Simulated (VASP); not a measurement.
# SnO2 (Cassiterite) (P4_2/mnm) in VASP: further runs

The runs below take SnO2 (Cassiterite) through band structure, with TPSS, revTPSS, MS2.

Program: VASP 6.6.1. These are calculated values, not measurements. Logs are shortened: lines on timing, memory, paths and dates and some standing lists are left out, and cuts for length are marked.

### Step 1. The structure

Symmetry: P4_2/mnm, No. 136, tetragonal system. Conventional cell: a = 4.738 Å, b = 4.738 Å, c = 3.187 Å, α = 90.00°, β = 90.00°, γ = 90.00°. Sn (site symmetry mmm) has 6 O at 2.05 to 2.06 Å as nearest neighbours. Around O (site symmetry m2m) lie 3 Sn at 2.05 to 2.06 Å.

### Step 2. Band structure, TPSS

INCAR reads:

```
SYSTEM = SnO2
ALGO = Normal
EDIFF = 1E-7
ENCUT = 520
ISIF = 2
ISMEAR = -1
LASPH = .TRUE.
LCHARG = .FALSE.
LMIXTAU = .TRUE.
LREAL = .FALSE.
LWAVE = .FALSE.
METAGGA = TPSS
NBANDS = 35
NELM = 100
PREC = Accurate
SIGMA = 0.05
```

KPOINTS reads:

```
k-points
0
G
  6 6 8
  0 0 0
```

POSCAR reads:

```
SnO2
1.0
    4.7380000000      0.0000000000      0.0000000000
    0.0000000000      4.7380000000      0.0000000000
    0.0000000000      0.0000000000      3.1865000000
Sn O
2 4
Direct
    0.5000000000      0.5000000000      0.5000000000
    0.0000000000      0.0000000000      0.0000000000
    0.8071000000      0.1929000000      0.5000000000
    0.6929000000      0.6929000000      0.0000000000
    0.1929000000      0.8071000000      0.5000000000
    0.3071000000      0.3071000000      0.0000000000
```

KPOINTS_OPT reads:

```
path GXMGZRAZ,XR,MA
15
line-mode
reciprocal
 0.0000000000  0.0000000000  0.0000000000  G
 0.0000000000  0.5000000000  0.0000000000  X

 0.0000000000  0.5000000000  0.0000000000  X
 0.5000000000  0.5000000000  0.0000000000  M

 0.5000000000  0.5000000000  0.0000000000  M
 0.0000000000  0.0000000000  0.0000000000  G

 0.0000000000  0.0000000000  0.0000000000  G
 0.0000000000  0.0000000000  0.5000000000  Z

 0.0000000000  0.0000000000  0.5000000000  Z
 0.0000000000  0.5000000000  0.5000000000  R

 0.0000000000  0.5000000000  0.5000000000  R
 0.5000000000  0.5000000000  0.5000000000  A

 0.5000000000  0.5000000000  0.5000000000  A
 0.0000000000  0.0000000000  0.5000000000  Z

 0.0000000000  0.5000000000  0.0000000000  X
 0.0000000000  0.5000000000  0.5000000000  R

 0.5000000000  0.5000000000  0.0000000000  M
 0.5000000000  0.5000000000  0.5000000000  A
```

Potentials or basis: VASP PAW PBE potentials, release 64 (Sn_d, O).

Run with:

```bash
$ cat potpaw_PBE.64/Sn_d/POTCAR potpaw_PBE.64/O/POTCAR > POTCAR
$ mpirun -np 1 vasp_std > vasp.out
```

OUTCAR:

```text
SYSTEM = SnO2
   EDIFF = 1E-7
   ENCUT = 520
   ISIF = 2
   ISMEAR = -1
   LASPH = .TRUE.
   LREAL = .FALSE.
   METAGGA = TPSS
   NELM = 100
   PREC = Accurate

 ion  position               nearest neighbor table
   1  0.500  0.500  0.500-   4 2.05   6 2.05   4 2.05   6 2.05   5 2.06   3 2.06   2 3.71   2 3.71
                             2 3.71   2 3.71   2 3.71   2 3.71   2 3.71   2 3.71
   2  0.000  0.000  0.000-   3 2.05   5 2.05   3 2.05   5 2.05   4 2.06   6 2.06   1 3.71   1 3.71
                             1 3.71   1 3.71   1 3.71   1 3.71   1 3.71   1 3.71
   3  0.807  0.193  0.500-   2 2.05   2 2.05   1 2.06
   4  0.693  0.693  0.000-   1 2.05   1 2.05   2 2.06
   5  0.193  0.807  0.500-   2 2.05   2 2.05   1 2.06
   6  0.307  0.307  0.000-   1 2.05   1 2.05   2 2.06

  LATTYP: Found a simple tetragonal cell.
 ALAT       =     4.7380000000
 C/A-ratio  =     0.6725411566

  Lattice vectors:

 A1 = (   4.7380000000,   0.0000000000,   0.0000000000)
 A2 = (   0.0000000000,   4.7380000000,   0.0000000000)
 A3 = (   0.0000000000,   0.0000000000,   3.1865000000)

Analysis of symmetry for initial positions (statically):
=====================================================================
 Subroutine PRICEL returns:
 Original cell was already a primitive cell.

 Routine SETGRP: Setting up the symmetry group for a
 simple tetragonal supercell.

 Subroutine GETGRP returns: Found 16 space group operations
 (whereof  8 operations were pure point group operations)
 out of a pool of 16 trial point group operations.

The static configuration has the point symmetry D_2h.
 The point group associated with its full space group is D_4h.

Analysis of symmetry for dynamics (positions and initial velocities):
=====================================================================
 Subroutine PRICEL returns:
 Original cell was already a primitive cell.

 Routine SETGRP: Setting up the symmetry group for a
 simple tetragonal supercell.

 Subroutine GETGRP returns: Found 16 space group operations
 (whereof  8 operations were pure point group operations)
 out of a pool of 16 trial point group operations.

The dynamic configuration has the point symmetry D_2h.
 The point group associated with its full space group is D_4h.

 Subroutine INISYM returns: Found 16 space group operations
 (whereof  8 operations are pure point group operations),
 and found     1 'primitive' translations

----------------------------------------------------------------------------------------

                                     Primitive cell

  volume of cell :      71.5326

  direct lattice vectors                    reciprocal lattice vectors
     4.738000000  0.000000000  0.000000000     0.211059519  0.000000000  0.000000000
     0.000000000  4.738000000  0.000000000     0.000000000  0.211059519  0.000000000
     0.000000000  0.000000000  3.186500000     0.000000000  0.000000000  0.313823945

  length of vectors
     4.738000000  4.738000000  3.186500000     0.211059519  0.211059519  0.313823945

  position of ions in fractional coordinates (direct lattice)
     0.500000000  0.500000000  0.500000000
     0.000000000  0.000000000  0.000000000
     0.807100000  0.192900000  0.500000000
     0.692900000  0.692900000  0.000000000
     0.192900000  0.807100000  0.500000000
     0.307100000  0.307100000  0.000000000

  ion indices of the primitive-cell ions
   primitive index   ion index
                 1           1
                 2           2
                 3           3
                 4           4
                 5           5
                 6           6

----------------------------------------------------------------------------------------

 KPOINTS: k-points

Automatic generation of k-mesh.
 Grid dimensions read from file:
 generate k-points for:    6    6    8

 Generating k-lattice:

  Cartesian coordinates                     Fractional coordinates (reciprocal lattice)
     0.035176586  0.000000000  0.000000000     0.166666667  0.000000000  0.000000000
     0.000000000  0.035176586  0.000000000     0.000000000  0.166666667  0.000000000
     0.000000000  0.000000000  0.039227993     0.000000000  0.000000000  0.125000000

  Length of vectors
     0.035176586  0.035176586  0.039227993

  Shift w.r.t. Gamma in fractional coordinates (k-lattice)
     0.000000000  0.000000000  0.000000000

 Subroutine IBZKPT returns following result:
 ===========================================

 Found     50 irreducible k-points:

 Following reciprocal coordinates:
            Coordinates               Weight
  0.000000  0.000000  0.000000      1.000000
  0.166667  0.000000  0.000000      4.000000
  0.333333  0.000000  0.000000      4.000000
  0.500000  0.000000  0.000000      2.000000
  0.166667  0.166667  0.000000      4.000000
  0.333333  0.166667  0.000000      8.000000
[... 16 lines left out ...]
  0.333333  0.000000  0.250000      8.000000
  0.500000  0.000000  0.250000      4.000000
 [... further k-points ...]
   k-points           NKPTS =     50   k-points in BZ     NKDIM =     50   number of bands    NBANDS=     35
   number of dos      NEDOS =    301   number of ions     NIONS =      6
   total plane-waves  NPLWV =  31104
   dimension x,y,z NGX =    36 NGY =   36 NGZ =   24
   dimension x,y,z NGXF=    72 NGYF=   72 NGZF=   48
   ions per type =               2   4
   NGX,Y,Z   is equivalent  to a cutoff of  12.63, 12.63, 12.52 a.u.
   NGXF,Y,Z  is equivalent  to a cutoff of  25.26, 25.26, 25.04 a.u.
 SYSTEM =  SnO2
   PREC   = accura    normal or accurate (medium, high low for compatibility)
   ISTART =      0    job   : 0-new  1-cont  2-samecut
   ICHARG =      2    charge: 1-file 2-atom 10-const
   ISPIN  =      1    spin polarized calculation?
   LNONCOLLINEAR =      F non collinear calculations
   LSORBIT =      F    spin-orbit coupling
   LASPH  =      T    aspherical Exc in radial PAW
   ENCUT  =  520.0 eV  38.22 Ry    6.18 a.u.   8.81  8.81  5.92*2*pi/ulx,y,z
   NELM   =    100;   NELMIN=  2; NELMDL= -5     # of ELM steps
   EDIFF  = 0.1E-06   stopping-criterion for ELM
   LREAL  =      F    real-space projection
   EDIFFG = 0.1E-05   stopping-criterion for IOM
   NSW    =      0    number of steps for IOM
   IBRION =     -1    ionic relax: 0-MD 1-quasi-New 2-CG
   NFREE  =      0    steps in history (QN), initial steepest desc. (CG)
   ISIF   =      2    stress and relaxation
   ISYM   =      2    0-nonsym 1-usesym 2-fastsym
   POTIM  = 0.5000    time-step for ionic-motion
   TEBEG  =    0.0;   TEEND  =   0.0 temperature during run
   PSTRESS=    0.0 pullay stress
   NELECT =      52.0000    total number of electrons
   NUPDOWN=      -1.0000    fix difference up-down
   EMIN   =  10.00;   EMAX   =-10.00  energy-range for DOS
   EFERMI =   0.00;   METHOD = LEGACY
   ISMEAR =    -1;   SIGMA  =   0.05  broadening in eV -4-tet -1-fermi 0-gaus
   EFERMI_NEDOS =   21; number of points for ismear=-14 and -15
   IALGO  =     38    algorithm
   IMIX   =      4    mixing-type and parameters
     AMIX     =   0.40;   BMIX     =  1.00
     AMIX_MAG =   1.60;   BMIX_MAG =  1.00
  volume/ion in A,a.u.               =      11.92        80.45
  Fermi-wavevector in a.u.,A,eV,Ry     =   1.472000  2.781677 29.480903  2.166785
  Thomas-Fermi vector in A             =   2.587068
   LORBIT       =      0    0 simple, 1 ext, 2 COOP (PROOUT), +10 PAW based schemes
   METAGGA = TPSS    functional components
   LHFCALC =     F    Hartree Fock is set to
   AEXX    =    0.0000 exact exchange contribution
   IVDW    =     0    specifies the selected vdW correction
   LEPSILON=     F    determine dielectric tensor
   LRPA    =     F    only Hartree local field effects (RPA)
 non-spin polarized calculation
  energy-cutoff  :      520.00
  volume of cell :       71.53
 maximum number of plane-waves:      1992
 NGX is ok and might be reduce to    36
   NGX = 17   NGY = 17   NGZ = 11

 number of electron      51.9999993 magnetization

 Free energy of the ion-electron system (eV)
  ---------------------------------------------------
  ext. energy  EPLUGINS =         0.00000000
  ---------------------------------------------------
  free energy    TOTEN  =       -62.73259119 eV

  energy without entropy =      -62.73259118  energy(sigma->0) =      -62.73259118

 E-fermi :   6.7107     XC(G=0): -11.7526

 val. band max:        5.9903425847   @ k =   0.0000   0.0000   0.0000
 cond. band min:       7.4095902002   @ k =   0.0000   0.0000   0.0000
 fundamental gap:      1.4192476155
 Fermi energy:         6.7106704212

 k-point     1 :       0.0000    0.0000    0.0000
  band No.  band energies     occupation
      1     -15.3170      2.00000
      2     -14.4699      2.00000
      3     -14.1300      2.00000
      4     -14.1300      2.00000
      5     -14.1133      2.00000
      6     -14.0501      2.00000
[... 27 lines left out ...]
     34      18.4566      0.00000
     35      18.8218      0.00000

 k-point     2 :       0.1667    0.0000    0.0000
  band No.  band energies     occupation
      1     -15.2715      2.00000
      2     -14.5199      2.00000
      3     -14.1283      2.00000
      4     -14.1283      2.00000
      5     -14.1148      2.00000
      6     -14.0935      2.00000
[... 27 lines left out ...]
     34      18.4495      0.00000
     35      18.7853      0.00000

 k-point     3 :       0.3333    0.0000    0.0000
  band No.  band energies     occupation
      1     -15.1390      2.00000
      2     -14.6965      2.00000
      3     -14.1308      2.00000
      4     -14.1249      2.00000
      5     -14.1248      2.00000
      6     -14.1201      2.00000
[... 27 lines left out ...]
     34      18.5237      0.00000
     35      18.7385      0.00000
[... 723 lines left out ...]
 k-point    23 :       0.3333    0.0000    0.2500
  band No.  band energies     occupation
      1     -15.0169      2.00000
      2     -14.8639      2.00000
      3     -14.5008      2.00000
      4     -14.2272      2.00000
      5     -14.0053      2.00000
      6     -14.0030      2.00000
[... 27 lines left out ...]
     34      18.4032      0.00000
     35      18.6792      0.00000

 k-point    24 :       0.5000    0.0000    0.2500
  band No.  band energies     occupation
      1     -14.9628      2.00000
      2     -14.9628      2.00000
      3     -14.3545      2.00000
      4     -14.3545      2.00000
      5     -13.9998      2.00000
      6     -13.9998      2.00000
[... 27 lines left out ...]
     34      18.6662      0.00000
     35      18.9406      0.00000

 [... further k-points ...]
[... 5 lines left out ...]
  --------------------------------------------------------------------------------------
  -------------------------------------------------------------------------------------
  Total        4.0273378      4.0273378      5.8861949      0.0000000      0.0000000      0.0000000
  in kB       90.2037518     90.2037518    131.8381758      0.0000000      0.0000000      0.0000000
  external PRESSURE =     104.0818931 kB  Pullay stress =       0.0000000 kB

 VOLUME and BASIS-vectors are now :
 -----------------------------------------------------------------------------
  energy-cutoff  :      520.00
  volume of cell :       71.53
      direct lattice vectors                 reciprocal lattice vectors
     4.738000000  0.000000000  0.000000000     0.211059519  0.000000000  0.000000000
     0.000000000  4.738000000  0.000000000     0.000000000  0.211059519  0.000000000
     0.000000000  0.000000000  3.186500000     0.000000000  0.000000000  0.313823945

 POSITION                                       TOTAL-FORCE (eV/Angst)
 -----------------------------------------------------------------------------------
      2.36900      2.36900      1.59325         0.000000      0.000000     -0.000000
      0.00000      0.00000      0.00000         0.000000      0.000000     -0.000000
      3.82404      0.91396      1.59325        -0.227398      0.227398     -0.000000
      3.28296      3.28296      0.00000         0.227398      0.227398     -0.000000
      0.91396      3.82404      1.59325         0.227398     -0.227398      0.000000
      1.45504      1.45504      0.00000        -0.227398     -0.227398      0.000000
 -----------------------------------------------------------------------------------
    total drift:                               -0.000000      0.000000      0.000000

  FREE ENERGIE OF THE ION-ELECTRON SYSTEM (eV)
  ---------------------------------------------------
  free  energy   TOTEN  =       -62.7325911858 eV

  energy  without entropy=      -62.7325911765  energy(sigma->0) =      -62.73259118
```

Wall time 8.7 min (1 thread of Intel Xeon Platinum 8488C (Sapphire Rapids), shared host); peak memory 0.29 GiB.

Results:

```
Free energy             : -62.7326 eV
Pressure                : 10.4 GPa
Largest force           : 0.322 eV/Å
Band gap on the k mesh  : 1.42 eV, direct
Band gap along the path : 1.42 eV, direct
```

Forces in eV/Å, atoms in the order of the input:
```
Sn   0.000  0.000  0.000
Sn   0.000  0.000  0.000
O   -0.227  0.227  0.000
O    0.227  0.227  0.000
O    0.227 -0.227  0.000
O   -0.227 -0.227  0.000
```

Stress tensor (GPa, compression positive):
```
 9.02  0.00  0.00
 0.00  9.02  0.00
 0.00  0.00 13.18
```

Levels at the corners of the path, in eV from the valence-band top:
```
point  band 22  band 23  band 24  band 25  band 26  band 27  band 28  band 29  band 30  band 31
    Γ    -1.21    -1.21    -0.77    -0.77     0.00     1.42     6.37     6.50     6.50    10.67
    X    -1.96    -1.16    -1.16    -0.64    -0.64     4.64     4.64     7.27     7.27    11.26
    X    -1.96    -1.16    -1.16    -0.64    -0.64     4.64     4.64     7.27     7.27    11.26
    M    -1.95    -1.29    -1.29    -0.92    -0.92     5.07     5.07     7.71     7.71    11.31
    M    -1.95    -1.29    -1.29    -0.92    -0.92     5.07     5.07     7.71     7.71    11.31
    Γ    -1.21    -1.21    -0.77    -0.77     0.00     1.42     6.37     6.50     6.50    10.67
    Γ    -1.21    -1.21    -0.77    -0.77     0.00     1.42     6.37     6.50     6.50    10.67
    Z    -2.56    -1.69    -1.69    -1.29    -1.29     6.54     6.54     9.95     9.95    10.93
    Z    -2.56    -1.69    -1.69    -1.29    -1.29     6.54     6.54     9.95     9.95    10.93
    R    -1.75    -1.12    -1.12    -0.67    -0.67     6.82     6.82     8.28     8.28    11.36
    R    -1.75    -1.12    -1.12    -0.67    -0.67     6.82     6.82     8.28     8.28    11.36
    A    -2.40    -0.97    -0.97    -0.85    -0.85     5.18     5.18     9.07     9.07    11.34
    A    -2.40    -0.97    -0.97    -0.85    -0.85     5.18     5.18     9.07     9.07    11.34
    Z    -2.56    -1.69    -1.69    -1.29    -1.29     6.54     6.54     9.95     9.95    10.93
    X    -1.96    -1.16    -1.16    -0.64    -0.64     4.64     4.64     7.27     7.27    11.26
    R    -1.75    -1.12    -1.12    -0.67    -0.67     6.82     6.82     8.28     8.28    11.36
    M    -1.95    -1.29    -1.29    -0.92    -0.92     5.07     5.07     7.71     7.71    11.31
    A    -2.40    -0.97    -0.97    -0.85    -0.85     5.18     5.18     9.07     9.07    11.34
```

Caveat: the PAW data sets were made with another functional, which shifts forces and pressure a little; spin-orbit coupling is left out, which moves the levels of the heavy elements. TPSS opens gaps a little over a GGA but as a rule still falls short of measured ones.

### Step 3. Band structure, revTPSS

INCAR reads:

```
SYSTEM = SnO2
ALGO     = Normal         ! electronic algorithm
EDIFF    = 1E-7           ! SCF threshold, eV
ENCUT    = 520            ! plane-wave cutoff, eV
ISIF     = 2              ! what is computed and relaxed
ISMEAR   = -1             ! smearing method
LASPH    = .TRUE.         ! aspherical terms in the spheres
LCHARG   = .FALSE.        ! write CHGCAR
LMIXTAU  = .TRUE.       
LREAL    = .FALSE.        ! projectors in reciprocal space
LWAVE    = .FALSE.        ! write WAVECAR
METAGGA  = RTPSS          ! meta-GGA
NBANDS   = 35             ! bands
NELM     = 80             ! most SCF steps
PREC     = Accurate       ! precision mode
SIGMA    = 0.05           ! smearing width, eV
```

KPOINTS is that of step 2.

POSCAR is that of step 2.

Changes to KPOINTS_OPT since step 2:

```diff
@@ -1,3 +1,3 @@
 path GXMGZRAZ,XR,MA
-15
+10
 line-mode
```

Potentials or basis: VASP PAW PBE potentials, release 64 (Sn_d, O).

Run with:

```bash
$ cat potpaw_PBE.64/Sn_d/POTCAR potpaw_PBE.64/O/POTCAR > POTCAR
$ mpirun -np 1 vasp_std > vasp.out
```

It took 7 min on 1 thread of Intel Xeon Platinum 8488C (Sapphire Rapids), shared host; peak memory 0.28 GiB.

Results (log left out):

- Free energy: -7.5026 eV
- Pressure: 10.6 GPa
- Largest force: 0.358 eV/Å
- Band gap on the k mesh: 1.40 eV, direct
- Band gap along the path: 1.40 eV, direct

Forces on the atoms (eV/Å):
```
Sn   0.000  0.000  0.000
Sn   0.000  0.000  0.000
O   -0.253  0.253  0.000
O    0.253  0.253  0.000
O    0.253 -0.253  0.000
O   -0.253 -0.253  0.000
```

Stress tensor (GPa, compression positive):
```
 9.11  0.00  0.00
 0.00  9.11  0.00
 0.00  0.00 13.50
```

Levels at the corners of the path, in eV from the valence-band top:
| point | band 24 | band 25 | band 26 | band 27 | band 28 | band 29 |
| --- | --- | --- | --- | --- | --- | --- |
| Γ | -0.75 | -0.75 | 0.00 | 1.40 | 6.37 | 6.44 |
| X | -1.13 | -0.63 | -0.63 | 4.66 | 4.66 | 7.22 |
| X | -1.13 | -0.63 | -0.63 | 4.66 | 4.66 | 7.22 |
| M | -1.26 | -0.93 | -0.93 | 5.09 | 5.09 | 7.67 |
| M | -1.26 | -0.93 | -0.93 | 5.09 | 5.09 | 7.67 |
| Γ | -0.75 | -0.75 | 0.00 | 1.40 | 6.37 | 6.44 |
| Γ | -0.75 | -0.75 | 0.00 | 1.40 | 6.37 | 6.44 |
| Z | -1.71 | -1.30 | -1.30 | 6.61 | 6.61 | 9.91 |
| Z | -1.71 | -1.30 | -1.30 | 6.61 | 6.61 | 9.91 |
| R | -1.12 | -0.64 | -0.64 | 6.88 | 6.88 | 8.25 |
| R | -1.12 | -0.64 | -0.64 | 6.88 | 6.88 | 8.25 |
| A | -0.97 | -0.86 | -0.86 | 5.22 | 5.22 | 9.01 |
| A | -0.97 | -0.86 | -0.86 | 5.22 | 5.22 | 9.01 |
| Z | -1.71 | -1.30 | -1.30 | 6.61 | 6.61 | 9.91 |
| X | -1.13 | -0.63 | -0.63 | 4.66 | 4.66 | 7.22 |
| R | -1.12 | -0.64 | -0.64 | 6.88 | 6.88 | 8.25 |
| M | -1.26 | -0.93 | -0.93 | 5.09 | 5.09 | 7.67 |
| A | -0.97 | -0.86 | -0.86 | 5.22 | 5.22 | 9.01 |

Caveat: the PAW data sets were made with another functional, which shifts forces and pressure a little; spin-orbit coupling is left out, which moves the levels of the heavy elements.

(Part 1 of 2 ends here.)
